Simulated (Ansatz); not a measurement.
# GaN (P6_3mc): the equilibrium volume

Aim: the volume at which the pressure of GaN (P6_3mc) vanishes.

Computed with Ansatz 0.2.0 (DFT PBE, scalar-relativistic, plane waves, PAW, unless a step's input says otherwise).

3 further runs of the same task are left out: 3 set aside as unsound or not needed.

**1. The system as given**

It takes space group P6_3mc (No. 186, hexagonal). The conventional cell has a = 3.189 Å, b = 3.189 Å, c = 5.192 Å, α = 90.00°, β = 90.00°, γ = 120.00°. Ga (site symmetry 3m) is surrounded by 4 N at 1.95 to 1.96 Å. N (site symmetry 3m) is surrounded by 4 Ga at 1.95 to 1.96 Å.

As a file:

```
CELL_PARAMETERS angstrom
3.18893 0.00000 0.00000
-1.59447 2.76169 0.00000
0.00000 0.00000 5.19236
ATOMIC_POSITIONS crystal
Ga 0.66667 0.33333 0.49908
Ga 0.33333 0.66667 0.99908
N 0.66667 0.33333 0.87592
N 0.33333 0.66667 0.37592
```

**2. At the starting volume (PBE, 6×6×4 mesh)**

Contents of input.yaml:

```yaml
crystal:
  lattice:
    - [3.1889304035, 0.0, 0.0]
    - [-1.5944652018, 2.7616947404, 0.0]
    - [0.0, 0.0, 5.19235725]
  atoms:
    - { symbol: Ga, position: [0.66666667, 0.33333333, 0.49908371] }
    - { symbol: Ga, position: [0.33333333, 0.66666667, 0.99908371] }
    - { symbol: "N", position: [0.66666667, 0.33333333, 0.87591629] }
    - { symbol: "N", position: [0.33333333, 0.66666667, 0.37591629] }
basis:
  ecutwfc: 420
kpoints:
  mp_grid: { grid: [6, 6, 4] }
hamiltonian:
  xc: pbe
scf:
  occupations: { method: gaussian, width: 0.1 }
output:
  forces: true
  stress: true
  eigenvalues: true
```

Command:

```console
$ ansatz run input.yaml --threads 8 --pin off --max-ram 16384MiB --backend cpu --events-out ev --progress --plain --runs-dir out
```

The program printed (excerpt; [...] marks lines left out):

```text
Warning: RAYON_NUM_THREADS=8 ignored (pool sized by the plan → 8); use --threads N
[...]
Pseudopotentials: kind: paw
Pseudopotential: Ga, paw, valence charge 13, recommended cutoff 420 eV (normal), Ga.paw.azcp
Pseudopotential: N, paw, valence charge 5, recommended cutoff 420 eV (normal), N.paw.azcp
Functional definition: PBE
[...]
Crystal: 4 atoms, lattice volume = 45.728 Å³
Basis set: ecut = 420 eV, 917 PW (Γ), exchange–correlation on 48×48×72 points (8 copies of the dense FFT grid, shifted against one another)
Bands: 22, of which v1, the nominal top of the filled ones, is band 18 counted from 1 (17 counted from 0)
Symmetry: 12 space group operations
Space group: P63mc (ITA 186), of the structure as read, at distance tolerance 3.6e-5 Å
k-points: 21 of 144 (time reversal used)
[...]
SCF iter   1: F=—  HF=-8335.811848 eV  |F-HF|=—  |Δ(HF+E_count)|=         —  Δρ=7.74e-4  dr2=1.30e-4  ethr=1.77e-3  ⟨swp⟩=4.6  Hψ=1785  notcnv=0
[...]
SCF iter   6: F=-8335.812604 eV  HF=-8335.812604 eV  |F-HF|=3.38e-10  |Δ(HF+E_count)|=   2.25e-7  Δρ=6.48e-6  dr2=1.67e-8  ethr=2.78e-10  ⟨swp⟩=5.0  Hψ=1910  notcnv=0
[...]
SCF converged after 6 iterations
Free energy (F): -8335.812604 eV
[...]
E sigma→0 (E₀):  -8335.812604 eV
Fermi energy:    10.634633 eV
[...]
--- Forces (eV/Å), atoms counted from 1 ---
  atom   1  Ga    -0.00000000    -0.00000000     0.00589784
  atom   2  Ga     0.00000000     0.00000000     0.00589784
  atom   3  N      0.00000000    -0.00000000    -0.00590655
  atom   4  N      0.00000000     0.00000000    -0.00590655
[...]
--- Stress (GPa, compression-positive) ---
        5.125247      -0.000000      -0.000000
        0.000000       5.125247       0.000000
       -0.000000       0.000000       5.163894
  P = ⅓ Tr σ = 5.1381 GPa (51.381 kbar)
--- Band table (eV; the first three rows and the last of 21) ---
  k-point 0: bands = ["-6.2851", "-5.3909", "-3.8024", "-3.7877", "-3.7877", "-3.7272", "-3.7272", "-3.5377", "-3.5377", "-3.4406", "-3.4406", "-2.1881", "2.6436", "8.6520", "8.6520", "9.6470", "9.6837", "9.6837", "11.5819", "13.9265", "18.8706", "19.5754"]
[...]
```

Run time: 0.47 s. Hardware: 8 threads of Arm Neoverse V1, shared host; peak memory 0.36 GiB.

Result: volume 11.432 Å³/atom, pressure 5.14 GPa, mesh gap 1.90 eV.

**3. Full relaxation**

Edit input.yaml of step 2 so:

```diff
@@ -13,3 +13,3 @@
 kpoints:
-  mp_grid: { grid: [6, 6, 4] }
+  mp_grid: { grid: [9, 9, 6] }
 hamiltonian:
@@ -17,3 +17,3 @@
 scf:
-  occupations: { method: gaussian, width: 0.1 }
+  occupations: { method: gaussian, width: 0.02 }
 output:
@@ -22 +22,10 @@
   eigenvalues: true
+  write_density: true
+  write_potential: true
+  elf: true
+  volumetric_format: npy
+relax:
+  adjacent_minimum: "off"
+  f_tol: 0.005
+  max_steps: 80
+  cell: { stress_tol: 0.05 }
```

Command:

```console
$ ansatz run input.yaml --threads 8 --pin off --max-ram 16384MiB --backend cpu --events-out ev --progress --plain --runs-dir out
```

The program printed:

```text
Warning: RAYON_NUM_THREADS=8 ignored (pool sized by the plan → 8); use --threads N
Engine: ansatz 0.2.0, aarch64-unknown-linux-gnu
[... 4 set-up lines as earlier in the session ...]
  parameter kappa = 0.804
  parameter beta = 0.06672455060314922
  exchange = pbe_x(kappa = kappa, mu = beta*pi^2/3)
  correlation = pbe_c(beta = beta)
Crystal: 4 atoms, lattice volume = 45.728 Å³
Basis set: ecut = 420 eV, 917 PW (Γ), exchange–correlation on 48×48×72 points (8 copies of the dense FFT grid, shifted against one another)
Bands: 22, of which v1, the nominal top of the filled ones, is band 18 counted from 1 (17 counted from 0)
[... 2 set-up lines as earlier in the session ...]
k-points: 48 of 486 (time reversal used)
Non-local potential: Ga, projectors of the file, l = 0: 2, l = 1: 2, l = 2: 3, l = 3: 1
Non-local potential: N, projectors of the file, l = 0: 2, l = 1: 2, l = 2: 1
PAW form: soft (Blöchl's): semilocal exchange-correlation on the pseudo side does not see the compensation charge
PAW one-centre angular grid: Ga, 590 points (default); XC on 64 Gauss nodes
PAW one-centre angular grid: N, 110 points (default); XC on 64 Gauss nodes
Initial density: superposition of atomic densities (neutral atoms: chi_scale 0, normalization atom), corrected by the library's trained network
Initial wavefunctions: pseudopotential atomic-orbital guess
Functional: x = pbe(κ = 0.804, μ = 0.2195149727645171), c = pbe(β = 0.06672455060314922)
SCF iter   1: F=—  HF=-8335.816035 eV  |F-HF|=—  |Δ(HF+E_count)|=         —  Δρ=8.45e-4  dr2=1.93e-4  ethr=1.77e-3  ⟨swp⟩=5.3  Hψ=4339  notcnv=0
preconditioner: auto → Resta (q_TF=auto, 2.622 Å⁻¹)  ε∞=5.0  [insulator: Δε(μ)=1.893 eV  Ē_g=16.573 eV  σ=0.020 eV  W_gap=1.00  n_scr=22 (ndim 8)  ℏωp=32.9 eV  f_vac=0.009  D(μ)=0.00/eV (n_scr^D=0)  ε∞_Penn≈5.0]
SCF iter   2: F=—  HF=-8335.816614 eV  |F-HF|=—  |Δ(HF+E_count)|=   5.79e-4  Δρ=3.99e-4  dr2=2.75e-5  ethr=5.36e-7  ⟨swp⟩=2.0  Hψ=2385  notcnv=0
SCF iter   3: F=—  HF=-8335.816728 eV  |F-HF|=—  |Δ(HF+E_count)|=   1.14e-4  Δρ=1.86e-4  dr2=7.09e-6  ethr=7.63e-8  ⟨swp⟩=2.0  Hψ=1840  notcnv=0
SCF iter   4: F=—  HF=-8335.816755 eV  |F-HF|=—  |Δ(HF+E_count)|=   2.70e-5  Δρ=5.77e-5  dr2=1.07e-6  ethr=1.97e-8  ⟨swp⟩=2.0  Hψ=1892  notcnv=0
iter 5 did not close the SCF: its close was put off for the readings that it lacked (scf_convergence_deferred on its scf_iter line)
SCF iter   5: F=-8335.816758 eV  HF=-8335.816758 eV  |F-HF|=2.35e-7  |Δ(HF+E_count)|=   2.86e-6  Δρ=1.88e-5  dr2=9.75e-8  ethr=2.98e-9  ⟨swp⟩=2.0  Hψ=1907  notcnv=0
SCF iter   6: F=-8335.816758 eV  HF=-8335.816758 eV  |F-HF|=2.27e-9  |Δ(HF+E_count)|=   2.54e-7  Δρ=5.20e-6  dr2=1.08e-8  ethr=2.71e-10  ⟨swp⟩=5.0  Hψ=6159  notcnv=0
SCF 1 converged in 6 iterations: F = -8335.816758 eV  dr2 = 1.08e-8
relax step   1: F+E_penalty+E_count = -8335.81675801 eV  Δ(F+E_penalty+E_count) = +0.000e0 eV  max|allowed force component| = 5.812e-3 eV/Å  Δτ_max = 0.0000 Å  P = +5.158 GPa  Ω = 45.728 Å³  (6 SCF iters, dr2 threshold 1.00e-7 eV, accepted)
Crystal: 4 atoms, lattice volume = 46.485 Å³
Initial density: handed on by an earlier stage of this run
Initial wavefunctions: those handed on with the density
iter 1 solved again at ethr=1.46e-5 eV; its pass at ethr=3.10e-3 eV (dr2=5.25e-3 eV) is discarded
SCF iter   1: F=—  HF=-8335.832455 eV  |F-HF|=—  |Δ(HF+E_count)|=         —  Δρ=3.17e-3  dr2=5.25e-3  ethr=1.46e-5  ⟨swp⟩=1.0  Hψ=5277  notcnv=0
preconditioner: auto → Resta (q_TF=auto, 2.615 Å⁻¹)  ε∞=4.9  [insulator: Δε(μ)=1.765 eV  Ē_g=16.460 eV  σ=0.020 eV  W_gap=1.00  n_scr=22 (ndim 8)  ℏωp=32.7 eV  f_vac=0.012  D(μ)=0.00/eV (n_scr^D=0)  ε∞_Penn≈4.9]
SCF iter   2: F=—  HF=-8335.831075 eV  |F-HF|=—  |Δ(HF+E_count)|=   1.38e-3  Δρ=6.73e-4  dr2=2.24e-4  ethr=1.46e-5  ⟨swp⟩=2.0  Hψ=1538  notcnv=0
SCF iter   3: F=—  HF=-8335.831102 eV  |F-HF|=—  |Δ(HF+E_count)|=   2.75e-5  Δρ=4.11e-4  dr2=6.85e-5  ethr=6.23e-7  ⟨swp⟩=1.9  Hψ=1791  notcnv=0
SCF iter   4: F=—  HF=-8335.831130 eV  |F-HF|=—  |Δ(HF+E_count)|=   2.82e-5  Δρ=1.09e-4  dr2=4.71e-6  ethr=1.90e-7  ⟨swp⟩=2.9  Hψ=2203  notcnv=0
SCF iter   5: F=—  HF=-8335.831127 eV  |F-HF|=—  |Δ(HF+E_count)|=   2.95e-6  Δρ=5.03e-5  dr2=7.26e-7  ethr=1.31e-8  ⟨swp⟩=2.0  Hψ=1916  notcnv=0
SCF iter   6: F=-8335.831128 eV  HF=-8335.831128 eV  |F-HF|=1.52e-8  |Δ(HF+E_count)|=   1.20e-6  Δρ=1.09e-5  dr2=5.11e-8  ethr=1.11e-9  ⟨swp⟩=9.6  Hψ=8022  notcnv=0
SCF 2 converged in 6 iterations: F = -8335.831128 eV  dr2 = 5.11e-8
relax step   2: F+E_penalty+E_count = -8335.83112849 eV  Δ(F+E_penalty+E_count) = -1.437e-2 eV  max|allowed force component| = 8.162e-4 eV/Å  Δτ_max = 0.0005 Å  P = +1.997 GPa  Ω = 46.485 Å³  energy of the carried Pulay correction = -2.420e-3 eV  (6 SCF iters, dr2 threshold 4.00e-7 eV, accepted)
Crystal: 4 atoms, lattice volume = 46.976 Å³
Basis set: ecut = 420 eV, 941 PW (Γ), exchange–correlation on 48×48×72 points (8 copies of the dense FFT grid, shifted against one another)
iter 1 solved again at ethr=5.68e-6 eV; its pass at ethr=3.10e-3 eV (dr2=2.04e-3 eV) is discarded
SCF iter   1: F=—  HF=-8335.833256 eV  |F-HF|=—  |Δ(HF+E_count)|=         —  Δρ=1.97e-3  dr2=2.05e-3  ethr=5.68e-6  ⟨swp⟩=2.0  Hψ=5089  notcnv=0
preconditioner: auto → Resta (q_TF=auto, 2.610 Å⁻¹)  ε∞=4.9  [insulator: Δε(μ)=1.704 eV  Ē_g=16.388 eV  σ=0.020 eV  W_gap=1.00  n_scr=22 (ndim 8)  ℏωp=32.5 eV  f_vac=0.013  D(μ)=0.00/eV (n_scr^D=0)  ε∞_Penn≈4.9]
SCF iter   2: F=—  HF=-8335.832713 eV  |F-HF|=—  |Δ(HF+E_count)|=   5.43e-4  Δρ=4.24e-4  dr2=8.99e-5  ethr=5.68e-6  ⟨swp⟩=2.0  Hψ=1531  notcnv=0
SCF iter   3: F=—  HF=-8335.832732 eV  |F-HF|=—  |Δ(HF+E_count)|=   1.93e-5  Δρ=2.58e-4  dr2=2.81e-5  ethr=2.50e-7  ⟨swp⟩=1.3  Hψ=1288  notcnv=0
SCF iter   4: F=—  HF=-8335.832743 eV  |F-HF|=—  |Δ(HF+E_count)|=   1.10e-5  Δρ=4.73e-5  dr2=9.42e-7  ethr=7.82e-8  ⟨swp⟩=3.0  Hψ=2071  notcnv=0
SCF iter   5: F=-8335.832743 eV  HF=-8335.832743 eV  |F-HF|=2.44e-7  |Δ(HF+E_count)|=   3.59e-9  Δρ=2.87e-5  dr2=2.28e-7  ethr=1.11e-9  ⟨swp⟩=9.4  Hψ=9272  notcnv=0
SCF 3 converged in 5 iterations: F = -8335.832743 eV  dr2 = 2.28e-7
relax step   3: F+E_penalty+E_count = -8335.83274306 eV  Δ(F+E_penalty+E_count) = -1.615e-3 eV  max|allowed force component| = 1.524e-3 eV/Å  Δτ_max = 0.0002 Å  P = +0.082 GPa  Ω = 46.976 Å³  energy of the carried Pulay correction = -3.970e-3 eV  (5 SCF iters, dr2 threshold 4.00e-7 eV, accepted)
Crystal: 4 atoms, lattice volume = 46.997 Å³
iter 1 solved again at ethr=1.41e-8 eV; its pass at ethr=3.10e-3 eV (dr2=5.06e-6 eV) is discarded
SCF iter   1: F=—  HF=-8335.832673 eV  |F-HF|=—  |Δ(HF+E_count)|=         —  Δρ=1.01e-4  dr2=5.13e-6  ethr=1.41e-8  ⟨swp⟩=2.0  Hψ=5244  notcnv=0
preconditioner: auto → Resta (q_TF=auto, 2.610 Å⁻¹)  ε∞=4.9  [insulator: Δε(μ)=1.714 eV  Ē_g=16.387 eV  σ=0.020 eV  W_gap=1.00  n_scr=22 (ndim 8)  ℏωp=32.5 eV  f_vac=0.012  D(μ)=0.00/eV (n_scr^D=0)  ε∞_Penn≈4.9]
SCF iter   2: F=—  HF=-8335.832682 eV  |F-HF|=—  |Δ(HF+E_count)|=   9.39e-6  Δρ=2.83e-5  dr2=4.33e-7  ethr=1.41e-8  ⟨swp⟩=2.0  Hψ=1338  notcnv=0
SCF iter   3: F=—  HF=-8335.832682 eV  |F-HF|=—  |Δ(HF+E_count)|=   1.73e-7  Δρ=1.76e-5  dr2=1.63e-7  ethr=1.11e-10  ⟨swp⟩=7.2  Hψ=6370  notcnv=0
SCF iter   4: F=-8335.832683 eV  HF=-8335.832683 eV  |F-HF|=3.31e-8  |Δ(HF+E_count)|=   1.63e-7  Δρ=6.88e-6  dr2=2.13e-8  ethr=1.11e-10  ⟨swp⟩=5.5  Hψ=6586  notcnv=0
SCF 4 converged in 4 iterations: F = -8335.832683 eV  dr2 = 2.13e-8
relax step   4: F+E_penalty+E_count = -8335.83268252 eV  Δ(F+E_penalty+E_count) = +6.053e-5 eV  max|allowed force component| = 9.691e-4 eV/Å  Δτ_max = 0.0001 Å  P = +0.001 GPa  Ω = 46.997 Å³  energy of the carried Pulay correction = -4.037e-3 eV  (4 SCF iters, dr2 threshold 3.99e-8 eV, accepted)
Initial wavefunctions: pseudopotential atomic-orbital guess (no wavefunctions were taken with the density)
iter 1 solved again at ethr=4.39e-8 eV; its pass at ethr=3.10e-3 eV (dr2=1.58e-5 eV) is discarded
SCF iter   1: F=—  HF=-8335.835792 eV  |F-HF|=—  |Δ(HF+E_count)|=         —  Δρ=5.65e-4  dr2=5.53e-6  ethr=4.39e-8  ⟨swp⟩=3.1  Hψ=7226  notcnv=0
preconditioner: auto → Resta (q_TF=auto, 2.610 Å⁻¹)  ε∞=4.9  [insulator: Δε(μ)=1.716 eV  Ē_g=16.387 eV  σ=0.020 eV  W_gap=1.00  n_scr=22 (ndim 8)  ℏωp=32.5 eV  f_vac=0.012  D(μ)=0.00/eV (n_scr^D=0)  ε∞_Penn≈4.9]
SCF iter   2: F=—  HF=-8335.836954 eV  |F-HF|=—  |Δ(HF+E_count)|=   1.16e-3  Δρ=2.88e-4  dr2=1.75e-6  ethr=1.54e-8  ⟨swp⟩=2.1  Hψ=1782  notcnv=0
SCF iter   3: F=—  HF=-8335.837311 eV  |F-HF|=—  |Δ(HF+E_count)|=   3.57e-4  Δρ=8.67e-5  dr2=1.34e-7  ethr=4.85e-9  ⟨swp⟩=2.9  Hψ=1980  notcnv=0
SCF iter   4: F=—  HF=-8335.837345 eV  |F-HF|=—  |Δ(HF+E_count)|=   3.43e-5  Δρ=7.29e-6  dr2=8.56e-9  ethr=3.73e-10  ⟨swp⟩=2.0  Hψ=1920  notcnv=0
SCF iter   5: F=—  HF=-8335.837345 eV  |F-HF|=—  |Δ(HF+E_count)|=   6.12e-8  Δρ=3.00e-6  dr2=1.09e-9  ethr=2.38e-11  ⟨swp⟩=2.0  Hψ=1901  notcnv=0
SCF iter   6: F=—  HF=-8335.837345 eV  |F-HF|=—  |Δ(HF+E_count)|=   3.14e-8  Δρ=7.79e-7  dr2=3.06e-10  ethr=3.03e-12  ⟨swp⟩=2.0  Hψ=1898  notcnv=0
SCF iter   7: F=-8335.837345 eV  HF=-8335.837345 eV  |F-HF|=2.36e-11  |Δ(HF+E_count)|=  6.64e-10  Δρ=1.59e-7  dr2=9.83e-12  ethr=1.00e-12  ⟨swp⟩=4.0  Hψ=5165  notcnv=0
SCF 5 converged in 7 iterations: F = -8335.837345 eV  dr2 = 9.83e-12
relax step   5: F+E_penalty+E_count = -8335.83734532 eV  Δ(F+E_penalty+E_count) = -4.663e-3 eV  max|allowed force component| = 8.896e-4 eV/Å  Δτ_max = 0.0000 Å  P = +0.130 GPa  Ω = 46.997 Å³  stress off target by 1.36e-1 GPa  SCF on the basis re-selected at this cell (its energy is not comparable with the rows above)  (7 SCF iters)
basis re-selected at this cell: Δ(F+E_penalty+E_count) = -4.663e-3 eV, ΔP = +0.129 GPa vs the last step (what re-selecting the basis moved, of the pressure what is left beyond the Pulay correction that the steps carried, after the strain that the cell walked since its last selection, with what the two solves' SCF thresholds leave and, on support functions, any second-order correction that the steps lacked; it is no measure of the basis error at this ecutwfc). This SCF's stress stands 1.36e-1 GPa from its target on what of the cell is left free (relax.cell.stress_tol is 5.00e-2 GPa) and its largest allowed force component is 8.90e-4 eV/Å (relax.f_tol is 5.00e-3 eV/Å): not within both, so this SCF does not close the relaxation
Crystal: 4 atoms, lattice volume = 47.031 Å³
iter 1 solved again at ethr=2.67e-8 eV; its pass at ethr=3.10e-3 eV (dr2=9.63e-6 eV) is discarded
SCF iter   1: F=—  HF=-8335.837246 eV  |F-HF|=—  |Δ(HF+E_count)|=         —  Δρ=1.36e-4  dr2=9.80e-6  ethr=2.67e-8  ⟨swp⟩=2.5  Hψ=5095  notcnv=0
preconditioner: auto → Resta (q_TF=auto, 2.609 Å⁻¹)  ε∞=4.9  [insulator: Δε(μ)=1.710 eV  Ē_g=16.382 eV  σ=0.020 eV  W_gap=1.00  n_scr=22 (ndim 8)  ℏωp=32.5 eV  f_vac=0.012  D(μ)=0.00/eV (n_scr^D=0)  ε∞_Penn≈4.9]
SCF iter   2: F=—  HF=-8335.837253 eV  |F-HF|=—  |Δ(HF+E_count)|=   7.86e-6  Δρ=2.96e-5  dr2=4.21e-7  ethr=2.67e-8  ⟨swp⟩=2.0  Hψ=1348  notcnv=0
SCF iter   3: F=—  HF=-8335.837254 eV  |F-HF|=—  |Δ(HF+E_count)|=   2.37e-8  Δρ=1.77e-5  dr2=1.35e-7  ethr=1.28e-10  ⟨swp⟩=7.0  Hψ=5958  notcnv=0
SCF iter   4: F=-8335.837254 eV  HF=-8335.837254 eV  |F-HF|=9.88e-9  |Δ(HF+E_count)|=   5.00e-8  Δρ=3.95e-6  dr2=6.95e-9  ethr=1.28e-10  ⟨swp⟩=7.8  Hψ=6485  notcnv=0
SCF 6 converged in 4 iterations: F = -8335.837254 eV  dr2 = 6.95e-9
relax step   6: F+E_penalty+E_count = -8335.83725356 eV  Δ(F+E_penalty+E_count) = +9.176e-5 eV  max|allowed force component| = 1.497e-5 eV/Å  Δτ_max = 0.0000 Å  P = +0.003 GPa  Ω = 47.031 Å³  energy of the carried Pulay correction = -1.060e-4 eV  (4 SCF iters, dr2 threshold 4.61e-8 eV, accepted)
iter 1 solved again at ethr=2.20e-8 eV; its pass at ethr=3.10e-3 eV (dr2=7.92e-6 eV) is discarded
SCF iter   1: F=—  HF=-8335.837343 eV  |F-HF|=—  |Δ(HF+E_count)|=         —  Δρ=5.93e-6  dr2=7.49e-9  ethr=2.20e-8  ⟨swp⟩=3.1  Hψ=7539  notcnv=0
preconditioner: auto → Resta (q_TF=auto, 2.609 Å⁻¹)  ε∞=4.9  [insulator: Δε(μ)=1.711 eV  Ē_g=16.382 eV  σ=0.020 eV  W_gap=1.00  n_scr=22 (ndim 8)  ℏωp=32.5 eV  f_vac=0.012  D(μ)=0.00/eV (n_scr^D=0)  ε∞_Penn≈4.9]
SCF iter   2: F=—  HF=-8335.837358 eV  |F-HF|=—  |Δ(HF+E_count)|=   1.58e-5  Δρ=3.64e-6  dr2=3.13e-9  ethr=2.08e-11  ⟨swp⟩=2.0  Hψ=1921  notcnv=0
SCF iter   3: F=—  HF=-8335.837358 eV  |F-HF|=—  |Δ(HF+E_count)|=   3.94e-9  Δρ=2.05e-6  dr2=1.19e-9  ethr=8.68e-12  ⟨swp⟩=2.8  Hψ=2156  notcnv=0
SCF iter   4: F=—  HF=-8335.837358 eV  |F-HF|=—  |Δ(HF+E_count)|=   2.33e-9  Δρ=8.32e-7  dr2=2.10e-10  ethr=3.31e-12  ⟨swp⟩=2.1  Hψ=1435  notcnv=0
SCF iter   5: F=-8335.837358 eV  HF=-8335.837358 eV  |F-HF|=1.82e-11  |Δ(HF+E_count)|=  5.00e-10  Δρ=1.69e-7  dr2=1.17e-11  ethr=1.00e-12  ⟨swp⟩=4.0  Hψ=5116  notcnv=0
SCF 7 converged in 5 iterations: F = -8335.837358 eV  dr2 = 1.17e-11
relax step   7: F+E_penalty+E_count = -8335.83735839 eV  Δ(F+E_penalty+E_count) = -1.048e-4 eV  max|allowed force component| = 1.618e-6 eV/Å  Δτ_max = 0.0000 Å  P = +0.004 GPa  Ω = 47.031 Å³  stress off target by 4.63e-3 GPa  SCF on the basis re-selected at this cell (its energy is not comparable with the rows above)  (5 SCF iters)
basis re-selected at this cell: Δ(F+E_penalty+E_count) = -1.048e-4 eV, ΔP = +0.002 GPa vs the last step (what re-selecting the basis moved, of the pressure what is left beyond the Pulay correction that the steps carried, after the strain that the cell walked since its last selection, with what the two solves' SCF thresholds leave and, on support functions, any second-order correction that the steps lacked; it is no measure of the basis error at this ecutwfc). This SCF's stress stands 4.63e-3 GPa from its target on what of the cell is left free (relax.cell.stress_tol is 5.00e-2 GPa) and its largest allowed force component is 1.62e-6 eV/Å (relax.f_tol is 5.00e-3 eV/Å): within both
SCF converged after 5 iterations
Free energy (F): -8335.837358 eV
Harris-Foulkes:  -8335.837358 eV  (|F-HF|=1.82e-11)
Internal energy: -8335.837358 eV  (E = F + TS)
E sigma→0 (E₀):  -8335.837358 eV
Fermi energy:    10.116705 eV
--- Per-component energies (eV) ---
  E_band       = -24.085659
  E_kinetic    = 492.185584
  E_local      = -3949.639754  (includes V_loc(G=0)·N_el)
  E_nonlocal   = 948.674625
  E_hartree    = 1813.647367
  E_xc         = -256.803683
  E_vxc        = -267.226335  (∫ρ·V_xc dr)
  E_paw        = -4240.957261  (= ΣΔE_a)
  E_vpaw       = -875.374751  (= ΣTr[D̂ρ^β])
  E_aug_tail   = 0.000157  (compensation charges beyond the density's cutoff)
  E_ewald      = -3142.944394
  E_smearing   = -0.000000  (= −TS)
  E_closure    = 0.000000  (closes the sum)
  Σ components = -8335.837358   (vs F -8335.837358, Δ=0.00e0)
--- Forces (eV/Å), atoms counted from 1 ---
  atom   1  Ga     0.00000000    -0.00000000    -0.00000161
  atom   2  Ga     0.00000000     0.00000000    -0.00000161
  atom   3  N      0.00000000    -0.00000000     0.00000163
  atom   4  N     -0.00000000     0.00000000     0.00000163
  max |Σ_I F_I| component: 4.61e-8 eV/Å
--- Stress (GPa, compression-positive) ---
        0.004405       0.000000       0.000000
        0.000000       0.004405      -0.000000
        0.000000      -0.000000       0.004631
  P = ⅓ Tr σ = 0.0045 GPa (0.045 kbar)
--- Band table (eV; the first three rows and the last of 48) ---
  k-point 0: bands = ["-6.4721", "-5.6704", "-4.2029", "-4.1889", "-4.1889", "-4.1336", "-4.1336", "-3.9605", "-3.9605", "-3.8711", "-3.8711", "-2.6165", "2.4008", "8.2657", "8.2657", "9.2252", "9.2614", "9.2614", "10.9719", "13.3287", "18.2821", "18.9974"]
  k-point 1: bands = ["-6.3968", "-5.6946", "-4.1875", "-4.1875", "-4.1780", "-4.1394", "-4.1394", "-3.9523", "-3.9523", "-3.8751", "-3.8751", "-2.8765", "2.8723", "8.3293", "8.3293", "8.3979", "9.1919", "9.1919", "11.6782", "13.3829", "18.0918", "19.0316"]
  k-point 2: bands = ["-6.1991", "-5.7834", "-4.1819", "-4.1819", "-4.1539", "-4.1539", "-4.0779", "-3.9317", "-3.9317", "-3.8874", "-3.8874", "-3.3961", "4.0208", "6.9836", "8.5052", "8.5052", "9.0035", "9.0035", "12.6727", "13.4695", "17.6995", "18.1319"]
  k-point 47: bands = ["-5.5212", "-5.5212", "-4.0783", "-4.0783", "-4.0649", "-4.0649", "-3.9405", "-3.9405", "-3.9185", "-3.9185", "-2.1838", "-2.1838", "3.2346", "3.2346", "5.2246", "5.2246", "7.8420", "7.8420", "15.4893", "15.4893", "16.5102", "16.5102"]
--- Relaxed structure (5 steps of the walk, 5 accepted, 2 SCFs on fresh bases) ---
  F+E_penalty+E_count = -8335.83735839 eV   max|allowed force component| = 1.618e-6 eV/Å   (the final SCF, on the basis selected at the relaxed cell)
  cell:  # Å, volume = 47.0314 Å³
    - [3.218357134588523, 2.9133924686576016e-11, 2.5372420585797906e-18]
    - [-1.6091785673194923, 2.787179036989988, -2.0075404944289027e-18]
    - [4.131249519678821e-18, -1.3892678961937702e-18, 5.243108945911391]
  atoms:
    - { symbol: Ga, position: [0.6666666666666666, 0.3333333333333333, 0.4991348445868718] }
    - { symbol: Ga, position: [0.3333333333333333, 0.6666666666666666, 0.9991348445868719] }
    - { symbol: N, position: [0.6666666666666666, 0.3333333333333333, 0.8758651554131281] }
    - { symbol: N, position: [0.3333333333333333, 0.6666666666666666, 0.3758651554131282] }
```

Wall time 6.3 s (8 threads of Arm Neoverse V1, shared host); peak memory 0.47 GiB.

The steps of the relaxation:

| step | energy from step 1 (meV/atom) | largest force component (eV/Å) | pressure (GPa) | volume (Å³/atom) |
| --- | --- | --- | --- | --- |
| 1 | 0.0 | 0.006 | 5.16 | 11.432 |
| 2 | -3.6 | 0.001 | 2.00 | 11.621 |
| 3 | -4.0 | 0.002 | 0.08 | 11.744 |
| 4 | -4.0 | 0.001 | 0.00 | 11.749 |
| 5 | -5.1 | 0.001 | 0.13 | 11.749 |
| 6 | -5.1 | 0.000 | 0.00 | 11.758 |
| 7 | -5.2 | 0.000 | 0.00 | 11.758 |

Step 1 is the start. Step 5 repeats a cell on a basis chosen anew, so the energy can jump there without a move. Step 7 repeats the geometry before it on a plane-wave basis chosen anew for the final cell, which leaves the energy as it was.

Result: volume 11.758 Å³/atom, pressure 0.00 GPa, gap on the mesh 1.71 eV.

[end of part 1 of 2]
